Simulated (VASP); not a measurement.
Here is a VASP 6.6.1 calculation.

INCAR

```
SYSTEM = TiO2
ALGO = Normal
EDIFF = 1E-6
EDIFFG = -0.01
ENCUT = 600
GGA = PS
IBRION = 2
ISIF = 3
ISMEAR = 0
KPAR = 4
LASPH = .TRUE.
LCHARG = .FALSE.
LREAL = .FALSE.
LWAVE = .FALSE.
NELM = 80
NSW = 90
PREC = Accurate
SIGMA = 0.03
```

KPOINTS

```
k-points
0
G
  10 10 10
  0 0 0
```

Contents of POSCAR:

```
TiO2
1.0
   -1.8921000000      1.8921000000      4.7573000000
    1.8921000000     -1.8921000000      4.7573000000
    1.8921000000      1.8921000000     -4.7573000000
Ti O
2 4
Direct
    0.0000000000      0.0000000000      0.0000000000
    0.7500000000      0.2500000000      0.5000000000
    0.2081000000      0.2081000000      0.0000000000
    0.9581000000      0.4581000000      0.5000000000
    0.5419000000      0.0419000000      0.5000000000
    0.7919000000      0.7919000000      0.0000000000
```

Potentials or basis: VASP PAW PBE potentials, release 64 (Ti_sv, O).

Run with:

```bash
$ cat potpaw_PBE.64/Ti_sv/POTCAR potpaw_PBE.64/O/POTCAR > POTCAR
$ mpirun -np 4 vasp_std > vasp.out
```

Q: Estimate the space group after relaxing (to 0.05 Å).

A: I4_1/amd (No. 141).

Q: Predict the relaxed volume.

A: 11.33 Å³/atom.

Q: Predict the relaxed cell.

A: a = 5.473 Å, b = 5.473 Å, c = 5.473 Å, α = 139.69°, β = 139.69°, γ = 58.33°.

Q: Predict the band gap on the k mesh.

A: 2.09 eV, indirect (least direct gap 2.42 eV).

Step by step:
```csv
step,energy change (eV),largest force (eV/Å),pressure (GPa),volume (Å³)
1,0.0000,0.0106,-0.53,68.13
2,-0.0006,0.0091,0.55,67.76
3,-0.0008,0.0024,0.22,67.87
4,-0.0008,0.0023,0.16,67.89
5,-0.0009,0.0267,-0.03,67.95
6,-0.0009,0.0355,-0.13,67.97
7,-0.0009,0.0316,-0.09,67.96
8,-0.0009,0.0296,-0.08,67.96
9,-0.0010,0.0275,-0.05,67.96
10,-0.0011,0.0225,0.05,67.98
11,-0.0012,0.0117,0.04,68.02
12,-0.0012,0.0012,0.02,68.01
```

Caveat: the PAW data sets were made with another functional, which shifts forces and pressure a little. A k mesh can miss the band edges.
